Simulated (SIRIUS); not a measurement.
Rh: equation of state with PBEsol

**Measured values to compare with.**

“Thermal equation of state of rhodium characterized by XRD in a resistively heated diamond anvil cell”, 2024, pmc:11535440 quotes, for a bulk crystal of Rh: bulk modulus 264 ± 1 GPa.

Rh:

```
CELL_PARAMETERS angstrom
0.00000 1.89785 1.89785
1.89785 0.00000 1.89785
1.89785 1.89785 0.00000
ATOMIC_POSITIONS crystal
Rh 0.00000 0.00000 0.00000
```

```json
{
 "Program": "SIRIUS 7.12.0",
 "Task": "equation of state",
 "Functional": "PBEsol",
 "Potentials or basis": "PseudoDojo 0.4.1 PBEsol standard (scalar relativistic)",
 "Cutoff": "1202 eV",
 "Density cutoff": "4809 eV",
 "k mesh": "12 × 12 × 12",
 "Occupations": "fermi-dirac, width 0.05 eV",
 "Spin": "no spin polarisation",
 "Libxc names": "[\"XC_GGA_X_PBE_SOL\", \"XC_GGA_C_PBE_SOL\"]",
 "Radial cutoff for the potentials' integrals": "6.5 bohr"
}
```

```yaml
Equilibrium_volume: 13.52 Å³/atom
Bulk_modulus: 296 GPa
Pressure_derivative_of_the_bulk_modulus: 5.1
```

Energy against volume, from the lowest point:
```
volume (Å³/atom)  energy (meV/atom)
          12.851              32.71
          13.125              10.24
          13.398               0.00
          13.671               0.59
          13.945              10.74
          14.218              29.32
          14.492              55.35
```

All runs of the series together: 3.6 min on 1 thread of AMD EPYC 7R43 64-Core Processor (Zen 3) (shared host).

Against the measured bulk modulus of Rh, 264 GPa (quoted in “Thermal equation of state of rhodium characterized by XRD in a resistively heated diamond anvil cell”, 2024, pmc:11535440), the calculated 296 GPa is off by +12.3 %. The fit is for a static lattice scaled at fixed shape and fixed fractional positions.
